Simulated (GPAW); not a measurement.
# Ti (P6/mmm) in GPAW: a series of runs

One crystal, Ti, is run at these levels: r2SCAN, PBE+D3; tasks: relaxation of cell and atoms.

Program: GPAW 26.7.0. These are calculated values, not measurements. Logs are shortened: lines on timing, memory, paths and dates and some standing lists are left out, and cuts for length are marked. The log counts tension as positive stress, the text compression.

## 1. The crystal as given

Symmetry: P6/mmm, No. 191, hexagonal system. Conventional cell: a = 4.567 Å, b = 4.567 Å, c = 2.826 Å, α = 90.00°, β = 90.00°, γ = 120.00°. Around Ti (site symmetry -6m2) lie 11 Ti at 2.64 to 2.99 Å. Around Ti (site symmetry 6/mmm) lie 14 Ti at 2.83 to 2.99 Å.

This isn't the form of Ti at room conditions, which is hcp.

## 2. Relaxation of cell and atoms, r2SCAN

Input file run.py:

```python
from ase.filters import FrechetCellFilter
from ase.io import write
from ase.optimize import BFGS
from ase.spacegroup import crystal
from gpaw import GPAW, PW

# Ti 2d
# Ti 1a
atoms = crystal(['Ti', 'Ti'],
                basis=[[0.6666666667, 0.3333333333, 0.5],
                       [0.0, 0.0, 0.0]],
                spacegroup=191, setting=1,  # P6/mmm
                cellpar=[4.56737483, 4.56737483, 2.82624427, 90.0, 90.0, 120.0],
                primitive_cell=True)

calc = GPAW(mode=PW(600),
            xc='MGGA_X_R2SCAN+MGGA_C_R2SCAN',
            kpts={'size': (5, 5, 7), 'gamma': True},
            occupations={'name': 'fermi-dirac', 'width': 0.05},
            nbands=34,
            convergence={'density': 1e-06, 'energy': 1e-06, 'eigenstates': 1e-10},
            maxiter=150,
            txt='gpaw.txt')
atoms.calc = calc
opt = BFGS(FrechetCellFilter(atoms), trajectory='relax.traj', logfile='-')
done = opt.run(fmax=0.05, steps=100)
calc.write('gs.gpw')
write('result.traj', atoms)
print('Converged:', done)
print('Cell:', atoms.cell.cellpar().round(4))
print('Volume:', round(atoms.get_volume(), 4))
print(atoms.get_scaled_positions().round(5))
```

Potentials or basis: GPAW PAW data sets (gpaw-data 1.2.1), pw.

On the command line:

```
$ OMP_NUM_THREADS=1 python run.py
```

gpaw.txt:

```text
__  _  _
 | _ |_)|_||  |
 |__||  | ||/\| - 26.7.0

Input parameters:
  mode=PW(ecut=600.0),
  convergence={'density': 1e-06, 'energy': 1e-06, 'eigenstates': 1e-10},
  kpts=MonkhorstPack(size=(5, 5, 7), gamma=True),
  maxiter=150,
  nbands=34,
  occupations=Occupations(name='fermi-dirac', width=0.05),
  xc=XC(name='MGGA_X_R2SCAN+MGGA_C_R2SCAN')

Diagonalizing LCAO Hamiltonian
Converting LCAO to pw mode

         Ti
             Ti

       Ti

Atoms  # Å, Bohr magnetons
|   | symbol |         x |        y |        z |    initial magnetic moments |
|---|--------|-----------|----------|----------|-----------------------------|
| 0 |     Ti |  2.283687 | 1.318488 | 1.413122 | ( 0.0000,  0.0000,  0.0000) |
| 1 |     Ti | -0.000000 | 2.636975 | 1.413122 | ( 0.0000,  0.0000,  0.0000) |
| 2 |     Ti |  0.000000 | 0.000000 | 0.000000 | ( 0.0000,  0.0000,  0.0000) |

Unit cell  # Å
| periodic |         x |        y |        z |  lengths |     angles |
|----------|-----------|----------|----------|----------|------------|
|      yes |  4.567375 | 0.000000 | 0.000000 | 4.567375 |  90.000000 |
|      yes | -2.283687 | 3.955463 | 0.000000 | 4.567375 |  90.000000 |
|      yes |  0.000000 | 0.000000 | 2.826244 | 2.826244 | 120.000000 |

Number of symmetries: 24
Symmetry operations  # r_c * U_cc + t_c -> r_c
|    | kind |            matrix            |
|----|------|------------------------------|
|  0 |  σ   |  1, 1, 0,  0,-1, 0,  0, 0, 1 |
|  1 |  C2  |  1, 1, 0,  0,-1, 0,  0, 0,-1 |
|  2 |  C6  |  1, 1, 0, -1, 0, 0,  0, 0, 1 |
|  3 |  S6  |  1, 1, 0, -1, 0, 0,  0, 0,-1 |
|  4 |  E   |  1, 0, 0,  0, 1, 0,  0, 0, 1 |
|  5 |  σ   |  1, 0, 0,  0, 1, 0,  0, 0,-1 |
|  6 |  σ   |  1, 0, 0, -1,-1, 0,  0, 0, 1 |
|  7 |  C2  |  1, 0, 0, -1,-1, 0,  0, 0,-1 |
|  8 |  σ   |  0, 1, 0,  1, 0, 0,  0, 0, 1 |
|  9 |  C2  |  0, 1, 0,  1, 0, 0,  0, 0,-1 |
| 10 |  C3  |  0, 1, 0, -1,-1, 0,  0, 0, 1 |
| 11 |  S3  |  0, 1, 0, -1,-1, 0,  0, 0,-1 |
| 12 |  C6  |  0,-1, 0,  1, 1, 0,  0, 0, 1 |
| 13 |  S6  |  0,-1, 0,  1, 1, 0,  0, 0,-1 |
| 14 |  σ   |  0,-1, 0, -1, 0, 0,  0, 0, 1 |
| 15 |  C2  |  0,-1, 0, -1, 0, 0,  0, 0,-1 |
| 16 |  σ   | -1, 0, 0,  1, 1, 0,  0, 0, 1 |
| 17 |  C2  | -1, 0, 0,  1, 1, 0,  0, 0,-1 |
| 18 |  C2  | -1, 0, 0,  0,-1, 0,  0, 0, 1 |
| 19 |  i   | -1, 0, 0,  0,-1, 0,  0, 0,-1 |
| 20 |  C3  | -1,-1, 0,  1, 0, 0,  0, 0, 1 |
| 21 |  S3  | -1,-1, 0,  1, 0, 0,  0, 0,-1 |
| 22 |  σ   | -1,-1, 0,  0, 1, 0,  0, 0, 1 |
| 23 |  C2  | -1,-1, 0,  0, 1, 0,  0, 0,-1 |

BZ-sampling:
  Number of BZ points: 175
  Number of IBZ points: 20

  Monkhorst-Pack size: [5, 5, 7]
  Monkhorst-Pack shift: [0, 0, 0]

K-points  # in reciprocal-cell coordinates
|     |                                coordinates |     weight |
|-----|--------------------------------------------|------------|
|   0 | (  0.00000000,   0.00000000,   0.00000000) | 0.00571429 |
|   1 | (  0.00000000,   0.00000000,   0.14285714) | 0.01142857 |
|   2 | (  0.00000000,   0.00000000,   0.28571429) | 0.01142857 |
|   3 | (  0.00000000,   0.00000000,   0.42857143) | 0.01142857 |
|   4 | (  0.20000000,   0.00000000,   0.00000000) | 0.03428571 |
|   5 | (  0.20000000,   0.00000000,   0.14285714) | 0.06857143 |
|   6 | (  0.20000000,   0.00000000,   0.28571429) | 0.06857143 |
|   7 | (  0.20000000,   0.00000000,   0.42857143) | 0.06857143 |
|   8 | (  0.40000000,  -0.20000000,   0.00000000) | 0.03428571 |
|   9 | (  0.40000000,  -0.20000000,   0.14285714) | 0.06857143 |
| ... |                                            |            |
|  19 | (  0.40000000,   0.40000000,   0.42857143) | 0.06857143 |

Plane wave coefficients: 1728
Cutoff: 600.0 eV

Spin-components: 1 (collinear spins)
Bands:           34
Projectors:      18
Spin-degeneracy: 2
Datatype:        complex128

Parallelization:
  kpt:    1
  domain: 1
  band:   1

Density:
  Valence electrons: 36.0
  Components: 1
  Grid points: [27 27 16]
  Charge: 0.0  # |e|

Potential:
  Grid points: [27 27 16]

species:
  Ti:
    name:    Titanium
    Z:       22.0
    valence: 12
    core:    10
    charge:  0.0  # [|e|]
    compensation charges:
      type: gauss
      rc: 0.38  # [Å]
      lmax: 2
    cutoffs:
      filter: 2.23  # [Å]
      core: 1.02  # [Å]
    projectors
    | kind |    occ | energy [eV] | rcut [Å] |
    |------|--------|-------------|----------|
    |   3s |  2.000 |     -62.623 |    1.270 |
    |   4s |  2.000 |      -4.466 |    1.270 |
    |   3p |  6.000 |     -38.862 |    1.058 |
    |   4p |  0.000 |      -1.466 |    1.058 |
    |   3d |  2.000 |      -4.258 |    1.058 |
    |    d |        |      22.953 |    1.058 |

    Using partial waves for Ti as LCAO basis

Reference energy: -69672.042845  # eV

eigensolver:
  PPCG
  Converge bands: occupied
  niter=2

density mixing:
  MSR1-Mixer
  Pratt-step length: 0.05
  Maximum mixing coefficient: 0.75
  Old densities: 10
  SVD Regularization: 0.005
  Good broyden scale: 1.0
  Trust region scale: 1.0
  Backstep threshold: 4.0
  History deletion threshold: 6.0
  Fourier metric: weight=20.0, sigma=0.015

occupation numbers:
  Fermi-Dirac:
    width: 0.0500  # eV

poisson solver:
  ecut: 4800.0  # eV

xc functional:
  name: MGGA_X_R2SCAN+MGGA_C_R2SCAN with 2 nearest neighbor stencil

convergence criteria:
- Maximum integral of absolute [dens]ity change: 1e-06 electrons / valence electron
- Maximum [total energy] change in last 3 cyles: 1e-06 eV / valence electron
- Maximum integral of absolute [eigenst]ate change: 1e-10 eV^2 / valence electron
maximum number of iterations: 150

SCF iterations
|iter     | |      energy | eigst |  dens |
|---------|-|-------------|-------|-------|
|iter:   1| |  -46.311285 | +0.07 |       |
|iter:   2| |  -34.825195 | -1.67 | -1.20 |
|iter:   3| |  -35.401424 | -0.80 | -1.22 |
|iter:   4| |  -34.179937 | -1.47 | -1.11 |
|iter:   5| |  -34.168403 | -2.41 | -1.47 |
|iter:   6| |  -34.186343 | -2.67 | -1.91 |
|iter:   7| |  -34.179690 | -3.17 | -2.13 |
|iter:   8| |  -34.181380 | -4.24 | -2.75 |
|iter:   9| |  -34.181521 | -5.26 | -3.24 |
|iter:  10| |  -34.181530 | -6.25 | -3.92 |
|iter:  11| |  -34.181528c| -7.61 | -4.40 |
|iter:  12| |  -34.181527c| -8.84 | -4.80 |
|iter:  13| |  -34.181527c| -9.86 | -5.60 |
|iter:  14| |  -34.181527c|-10.82c| -5.81 |
|iter:  15| |  -34.181527c|-10.99c| -6.68c|

Converged in 15 steps
Energy contributions relative to reference atoms: (reference = -69672.042845)

Energy contributions:
  Kinetic:          14.301975
  Coulomb:         -13.581826
  Zero:             -0.433643
  External:          0.000000
  Xc:              -34.457569
  Entropy:          -0.020929
  Spinorbit:         0.000000
  ----------------------------
  Free energy:     -34.191991
  Extrapolated:    -34.181527

dipole moment: (-7.294107, -12.633763, -9.027035)  # |e|*Ang

Fermi level: 8.626
Eigenvalues  # (at kpt = [0.000, 0.000, 0.000])
| band index |      eig [eV] | occ [0-2] |
|------------|---------------|-----------|
|          0 |       -50.607 |     2.000 |
|        ... |               |           |
|         10 |       -25.186 |     2.000 |
|         11 |       -25.186 |     2.000 |
|         12 |         2.135 |     2.000 |
|         13 |         6.646 |     2.000 |
|         14 |         7.881 |     2.000 |
|         15 |         7.881 |     2.000 |
[... 8 lines left out ...]
|         24 |        10.748 |     0.000 |
|         25 |        10.748 |     0.000 |
|        ... |               |           |
|         33 |        18.624 |     0.000 |

No gap
No difference between direct/indirect transitions

Stress tensor  # eV/Ang^3
|         x |         y |        z |
|-----------|-----------|----------|
|  0.000708 | -0.000000 | 0.000000 |
| -0.000000 |  0.000708 | 0.000000 |
|  0.000000 |  0.000000 | 0.001152 |

Forces  # eV/Ang
|        x |       y |       z |
|----------|---------|---------|
|  0.00000 | 0.00000 | 0.00000 |  # Ti   0
| -0.00000 | 0.00000 | 0.00000 |  # Ti   1
|  0.00000 | 0.00000 | 0.00000 |  # Ti   2

# Writing to gs.gpw (mode='')
```

stdout:

```text
Step          Energy          fmax
BFGS:    0      -34.191991        0.019598
Converged: True
Cell: [  4.5674   4.5674   2.8262  90.      90.     120.    ]
Volume: 51.0592
[[0.66667 0.33333 0.5    ]
 [0.33333 0.66667 0.5    ]
 [0.      0.      0.     ]]
```

Wall time 96 s (1 thread of Arm Neoverse V1, shared host); peak memory 0.25 GiB.

What came out:

| Item | Value |
| --- | --- |
| Free energy | -34.1920 eV |
| Pressure after relaxing | -0.1 GPa |
| Band gap on the k mesh | none (metal or under the smearing width) |

Final structure:
```
Ti
1.0
     4.56737    0.00000    0.00000
    -2.28369    3.95546    0.00000
     0.00000    0.00000    2.82624
Ti
3
Direct
  0.66667 0.33333 0.50000
  0.33333 0.66667 0.50000
  0.00000 0.00000 0.00000
```

Caveat: the relaxation stopped at its first step, so nothing moved; later steps reuse the first step's grids; the PAW data sets were made with another functional, which shifts forces and pressure a little.

## 3. Relaxation of cell and atoms, PBE+D3

run.py: that of step 2 with these lines changed.

```diff
@@ -1 +1,2 @@
+from ase.calculators.mixing import SumCalculator
 from ase.filters import FrechetCellFilter
@@ -4,2 +5,3 @@
 from ase.spacegroup import crystal
+from dftd3.ase import DFTD3
 from gpaw import GPAW, PW
@@ -16,3 +18,3 @@
 calc = GPAW(mode=PW(600),
-            xc='MGGA_X_R2SCAN+MGGA_C_R2SCAN',
+            xc='PBE',
             kpts={'size': (5, 5, 7), 'gamma': True},
@@ -20,8 +22,8 @@
             nbands=34,
-            convergence={'density': 1e-06, 'energy': 1e-06, 'eigenstates': 1e-10},
+            convergence={'density': 1e-05, 'energy': 1e-05},
             maxiter=150,
             txt='gpaw.txt')
-atoms.calc = calc
+atoms.calc = SumCalculator([calc, DFTD3(method='pbe', damping='d3zero')])
 opt = BFGS(FrechetCellFilter(atoms), trajectory='relax.traj', logfile='-')
-done = opt.run(fmax=0.05, steps=100)
+done = opt.run(fmax=0.01, steps=100)
 calc.write('gs.gpw')
```

Potentials or basis: GPAW PAW data sets (gpaw-data 1.2.1), pw.

On the command line:

```
$ OMP_NUM_THREADS=1 python run.py
```

Run time: 2.3 min. Hardware: 1 thread of Arm Neoverse V1, shared host; peak memory 0.27 GiB.

It converged, with:

| Item | Value |
| --- | --- |
| Free energy | -21.4124 eV |
| Relaxed volume | 16.29 Å³/atom |
| Relaxed cell | a = 4.491 Å, b = 4.491 Å, c = 2.798 Å, α = 90.00°, β = 90.00°, γ = 120.00° |
| Space group after relaxing (to 0.05 Å) | P6/mmm (No. 191) |
| Energy gained by relaxing | 7.7 meV/atom |
| Ionic steps | 7 |
| Pressure after relaxing | -0.1 GPa |
| Band gap on the k mesh | none (metal or under the smearing width) |
| Dispersion energy per atom | -0.481 eV |

The path:
```tsv
step	energy change (eV)	largest force (eV/Å)	pressure (GPa)	volume (Å³)
1	0.0000	0.0000	-4.86	51.06
2	-0.0085	0.0000	-4.10	50.68
3	-0.0220	0.0000	0.19	48.77
4	-0.0223	0.0000	0.03	48.84
5	-0.0226	0.0000	-0.06	48.87
6	-0.0230	0.0000	-0.12	48.89
7	-0.0231	0.0000	-0.06	48.87
```

Final structure:
```yaml
crystal:
  lattice:
    - [4.49062, 0.00000, 0.00000]
    - [-2.24531, 3.88899, 0.00000]
    - [0.00000, 0.00000, 2.79820]
  atoms:
    - { symbol: Ti, position: [0.66667, 0.33333, 0.50000] }
    - { symbol: Ti, position: [0.33333, 0.66667, 0.50000] }
    - { symbol: Ti, position: [0.00000, 0.00000, 0.00000] }
```

Levels at points of the mesh, in eV from the Fermi level:
| k point | band 16 | band 17 | band 18 | band 19 | band 20 | band 21 |
| --- | --- | --- | --- | --- | --- | --- |
| (0.00, 0.00, 0.00) | -0.70 | -0.60 | -0.60 | 0.06 | 0.78 | 1.38 |

Caveat: later steps reuse the first step's grids; pairwise dispersion overbinds metals, which lowers pressure and volume.
